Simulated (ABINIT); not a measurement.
A run of ABINIT 10.8.3 (patched build) is set up as follows.

The input run.abi:

```
# Pseudopotentials
pp_dirpath "./"
pseudos "Re.LDA_PW-JTH.xml"

# Structure
acell 2.7663873939 2.7663873939 8.93884516 Angstrom
rprim
     1.0000000000     0.0000000000     0.0000000000
    -0.5000000000     0.8660254038     0.0000000000
     0.0000000000     0.0000000000     1.0000000000
ntypat 1
znucl 75
natom 4
typat 1 1 1 1
xred
     0.6666666667     0.3333333333     0.7500000000
     0.0000000000     0.0000000000     0.5000000000
     0.3333333333     0.6666666667     0.2500000000
     0.0000000000     0.0000000000     0.0000000000

# Plane-wave basis
ecut 462.593566 eV
pawecutdg 34.0

# k points
kptopt 1
ngkpt 7 7 2
nshiftk 1
shiftk 0.0 0.0 0.0

# Exchange and correlation
ixc 7

# Bands and occupations
nband 36
occopt 3
tsmear 0.05 eV

# SCF cycle
nstep 100
tolvrs 1.0e-9

# Output
iomode 3
prtwf 0
prteig 0
prtebands 0
enunit 1
prtden 1
prtvha 1
prtvclmb 1
prtpot 1
```

Potentials or basis: JTH PAW LDA v2.0.

Command:

```bash
$ abinit run.abi > log 2>&1
```

Q: Estimate the band gap on the k mesh.

A: None (metal or under the smearing width).

Caveat: the k mesh is coarse (spacing up to 0.37 Å⁻¹), so the values aren't converged. Spin-orbit coupling is left out, which matters for the levels of Re.
